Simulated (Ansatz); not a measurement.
Random displacements in ZnS

The calculation used DFT PBEsol, scalar-relativistic, plane waves, PAW in Ansatz 0.2.0. Settings: plane waves to 420 eV, k-mesh 6×6×6 (Γ-centred), Gaussian smearing 0.05 eV. No spin polarisation. Energies are free energies at this smearing, counted from the undisturbed cell; pressure is positive in compression.

The starting cell (relaxed at this level):

```xyz
8
Lattice="5.3565 0.0000 0.0000 0.0000 -5.3565 0.0000 0.0000 0.0000 -5.3565" Properties=species:S:1:pos:R:3 pbc="T T T"
Zn    0.0000    0.0000    0.0000
Zn    2.6783   -2.6783    0.0000
Zn    2.6783    0.0000   -2.6783
Zn    0.0000   -2.6783   -2.6783
S     4.0174   -4.0174   -4.0174
S     1.3391   -1.3391   -4.0174
S     1.3391   -4.0174   -1.3391
S     4.0174   -1.3391   -1.3391
```

The atoms are displaced (Å, in the unstrained cell):

```csv
atom,ux,uy,uz
Zn1,-0.210,0.121,0.104
Zn2,0.047,0.014,0.146
Zn3,-0.296,0.189,-0.186
Zn4,0.260,-0.133,0.042
S5,0.105,0.002,-0.091
S6,0.108,-0.020,-0.162
S7,-0.038,0.008,0.144
S8,0.024,-0.181,0.003
```

Strain (Voigt, engineering shear): (-0.0998, -0.0690, -0.0294, -0.0697, -0.1819, 0.0457).

Q: What are the energy change, the stress and the forces?

A: ΔE = 838.4 meV/atom; stress (xx, yy, zz, yz, xz, xy; compression positive) (36.63, 40.97, 39.08, 13.98, 17.56, -13.93) GPa; gap on the mesh 0.25 eV.
| atom | Fx (eV/Å) | Fy | Fz |
| --- | --- | --- | --- |
| Zn1 | 3.28 | -3.07 | -4.92 |
| Zn2 | 1.49 | 2.64 | -3.30 |
| Zn3 | 2.85 | 1.87 | 2.91 |
| Zn4 | -1.20 | 4.86 | -2.34 |
| S5 | -2.68 | -0.01 | 6.03 |
| S6 | -3.33 | -1.39 | 1.22 |
| S7 | 0.83 | -5.08 | 1.71 |
| S8 | -1.24 | 0.19 | -1.30 |

Cost: 1 run of about 1.5 core-minutes, on Arm Neoverse V2 (shared hosts).